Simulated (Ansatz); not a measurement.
# P: the cost of one run

Program: Ansatz 0.2.0. Level of theory: reference: DFT, HSE06, plane waves, PAW. These are calculated values, not measurements.

1 further run of the same task is left out (for a known fault of the program). Runs told in other sessions of the task aren't counted.

**1. Starting point**

It takes space group Pmna (No. 53, orthorhombic). The conventional cell has a = 3.288 Å, b = 34.870 Å, c = 4.587 Å, α = 90.00°, β = 90.00°, γ = 90.00°. P (site symmetry m) is surrounded by 3 P at 2.21 to 2.25 Å.

Structure file:

```cif
data_structure
_symmetry_space_group_name_H-M 'P 1'
_symmetry_Int_Tables_number 1
_cell_length_a 3.2884
_cell_length_b 34.8700
_cell_length_c 4.5873
_cell_angle_alpha 90.000
_cell_angle_beta 90.000
_cell_angle_gamma 90.000
_cell_volume 526.02
loop_
_atom_site_label
_atom_site_type_symbol
_atom_site_fract_x
_atom_site_fract_y
_atom_site_fract_z
_atom_site_occupancy
P1 P 0.00000 0.97004 0.58974 1
P2 P 0.00000 0.02996 0.41026 1
P3 P 0.50000 0.02996 0.08974 1
P4 P 0.50000 0.97004 0.91026 1
```

**2. The reference run**

Input file input.yaml:

```yaml
crystal:
  lattice:
    - [3.2884131033, 0.0, 0.0]
    - [0.0, 34.87000579, 0.0]
    - [0.0, 0.0, 4.5873403583]
  atoms:
    - { symbol: P, position: [0.0, 0.970035237, 0.589738727] }
    - { symbol: P, position: [0.0, 0.029964763, 0.410261273] }
    - { symbol: P, position: [0.5, 0.029964763, 0.089738727] }
    - { symbol: P, position: [0.5, 0.970035237, 0.910261273] }
kpoints:
  mp_grid: { grid: [4, 1, 4] }
hamiltonian:
  xc: hse06
scf:
  occupations: { method: fixed }
  n_extra_bands: 5
output:
  forces: true
  stress: true
  eigenvalues: true
```

Command:

```
$ ansatz run input.yaml --threads 4 --pin off --max-ram 4608MiB --backend cpu --events-out ev --progress --plain --runs-dir out
```

What time and memory should one allow on 4 threads of Intel Xeon 6975P-C (Granite Rapids), shared host?

About 47 s, with a peak of 1.6 GiB.
